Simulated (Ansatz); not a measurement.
The cell is COD entry 1008148, as deposited and not checked against the literature; nothing was relaxed. The listed cell was then made from it by scaling, straining or moving an atom.

An input for CoSi₂: DFT, PBE, all-electron PAW with datasets made for the crystal, scalar-relativistic (Ansatz 0.2.0).

Command: `ansatz run input.yaml --threads 1 --pin off --max-ram 4096MiB --backend cpu --events-out ev --progress --plain --runs-dir out` The run took 37 s on 1 thread of Intel(R) Xeon(R) Platinum 8488C (Sapphire Rapids) (shared host), peak memory 0.83 GiB.

```yaml
crystal:
  lattice:
    - [0.0, 2.73615, 2.6825]
    - [2.73615, 0.0, 2.6825]
    - [2.73615, 2.73615, 0.0]
  atoms:
    - { symbol: Co, position: [0.0, 0.0, 0.0], spin: 2.0 }
    - { symbol: Si, position: [0.25, 0.25, 0.25] }
    - { symbol: Si, position: [0.75, 0.75, 0.75] }
magnetization:
  spin_polarized: true
kpoints:
  mp_grid: { grid: [11, 11, 11] }
scf:
  occupations: { method: fermi_dirac, width: 0.05 }
hamiltonian:
  xc: pbe
  pseudopotentials: { kind: all_electron, datasets: crystal }
output:
  forces: true
  stress: true
  eigenvalues: true
  efg: { contact_densities: true }
```

The results part of the log:

```
WARN: the starting moments were not kept: the SCF closed with an absolute magnetisation of 9.9e-9 μB, where they sum to 2 μB in size (1 site). That is at most 0.1 of that sum. Measured as dr2_m measures the in/out step, that magnetisation stands 6.3e-17 eV from none, at or under the dr2_threshold of 9.4e-8 eV: it is no larger than a step whose dr2_m would equal this threshold. The system may hold no moment; this SCF shows only that its start led to no more than that. This SCF took its magnetisation from a saved state (the deck's checkpoint.read, a session's seed or a resume), or from the single point or search that the run made first, and not from the starting moments. Where the run's atoms have moved since that state, how it is taken is a key of its own (checkpoint.density_extrapolation: follow_atoms, where typed, takes the whole of its magnetisation to them with its atoms, but for some exceptions; the density_extrapolation keyword of a session's seed is the same key). To be rid of a resumed run's state, run its deck in a fresh run directory. To be rid of the state of a single point that the run made first, give starting moments in the input or, where a deck that gives them still makes one, type scf.lower_state_search: off. To try another start, run it without that state. A second SCF, from the converged charge density, with the starting moments and any scf.initial_density.shell_occupations laid on it anew, would have followed, and was not run: the deck does not ask for one (magnetization.retry_lost_moments is false, the default). To let it run, set magnetization.retry_lost_moments: true and run the deck again, where that key's refused combinations let it; where memory then withholds it, that run's warning says so.
SCF 1 converged in 10 iterations: F = -53703.481472 eV  dr2 = 6.41e-9
  Residual-converged pass: ⟨swp⟩=3.0  Hψ=9854  notcnv=0  max |occ|·‖R‖ = 6.0e-6 eV (tolerance 6.5e-6 eV)  dr2=6.21e-9  dr2_m=9.64e-17  dr2_onsite=1.45e-9  max |Δocc| = 6.3e-10
  greatest PAW one-centre occupation: 1.010 electrons in one spin orbital (limit 2), on the Co atom at site 0 (counted from 0), in its partial waves of l = 1
SCF converged after 10 iterations
Magnetization: 0.0000 μB (12.5000 up, 12.5000 down)
Absolute magnetization: 0.0000 μB (∫|ρ↑−ρ↓|)
Spin contamination: -0.0569 ħ² per cell (⟨S²⟩ above its minimum at these occupations)
Per-site moments (μB) at R_I (Å): [(6.554523502959313e-9, 0.97110332398046), (-6.075388435542885e-10, 0.9711033239804601), (-6.075388114718593e-10, 0.97110332398046)]
Free energy (F): -53703.481472 eV
Harris-Foulkes:  -53703.481472 eV  (|F-HF|=2.89e-9)
Internal energy: -53703.472377 eV  (E = F + TS)
E sigma→0 (E₀):  -53703.476925 eV
Entropy (-TS):   -0.009095 eV (-3.032 meV/atom)
Past the cutoff: the bands carry plane waves up to 1.75 times it, of which those up to 1.5 times it add -0.000331 eV an atom, each by itself; the spheres take 0.000144 eV an atom off the energy for waves past 1.75 times it
By the cutoff:   a pressure is off by up to 0.006 GPa (1.2 times the spheres' own share and the shells' term, over an atom's volume, and 0.004 GPa: a bound that held against runs at twice the plane waves)
Past the cutoffs: a stress includes 0.0005 GPa for waves and charges beyond them, in addition to the slope of what the spheres take
In the spheres:  the bands' charges fall short by 1.3e-6 e at most (sound up to 1e-3)
Fermi energy:    13.508190 eV
--- Per-component energies (eV) ---
  The terms above E_closure are by the made datasets' own strengths, without shells solved beside the bands.
--- Forces (eV/Å), atoms counted from 1 ---
  atom   1  Co     0.00000000     0.00000000     0.00000000
  atom   2  Si     0.00000000    -0.00000000     0.00000000
  atom   3  Si     0.00000000    -0.00000000     0.00000000
  max |Σ_I F_I| component: 5.55e-17 eV/Å
--- Stress (GPa, compression-positive) ---
       -7.407348       0.000000       0.000000
        0.000000      -7.407348       0.000000
        0.000000       0.000000      -5.722736
  P = ⅓ Tr σ = -6.8458 GPa (-68.458 kbar)
--- PAW observables at the nuclei: V_zz in 10²¹ V/m², potentials from the cell's mean, atoms counted from 1 ---
  atom   1  Co V_zz =    -0.176503   η = 0.0000   by run symmetry: allowed
            electrostatic potential = -3387.562964 V   contact ρ = 114761.591469 e/Å³   contact ρ_s (e/Å³): all electrons +0.000000, valence +0.000000
  atom   2  Si V_zz =    -0.031877   η = 0.0000   by run symmetry: allowed
            electrostatic potential = -1363.435255 V   contact ρ = 12818.469259 e/Å³   contact ρ_s (e/Å³): all electrons +0.000000, valence -0.000000
  atom   3  Si V_zz =    -0.031877   η = 0.0000   by run symmetry: allowed
            electrostatic potential = -1363.435255 V   contact ρ = 12818.469259 e/Å³   contact ρ_s (e/Å³): all electrons +0.000000, valence -0.000000
--- Band table (eV; the first three rows and the last of 252) ---
  k-point 0 ↑: bands = ["-81.1744", "-44.4954", "-44.4954", "-44.4715", "0.7162", "9.5612", "9.6587", "9.6587", "11.7082", "11.7938", "13.8398", "16.6045", "16.8475", "16.8475", "16.8570", "16.8570", "17.0704"]
  k-point 1 ↑: bands = ["-81.1744", "-44.4955", "-44.4955", "-44.4715", "0.8376", "9.2867", "9.6469", "9.6994", "11.6728", "11.7578", "14.0023", "15.3278", "16.0409", "16.0597", "17.6134", "17.6138", "18.4015"]
  k-point 2 ↑: bands = ["-81.1744", "-44.4958", "-44.4955", "-44.4717", "1.1989", "8.4523", "9.7672", "9.8086", "11.6011", "11.6814", "13.4692", "15.0592", "15.2381", "15.2946", "17.5214", "17.6018", "18.3275"]
  k-point 125 ↓: bands = ["-81.1743", "-44.4963", "-44.4962", "-44.4735", "4.8683", "6.6505", "6.8109", "9.7586", "9.9344", "11.6633", "11.7227", "11.9868", "12.3090", "14.9506", "16.5798", "21.0031", "22.2617"]
```
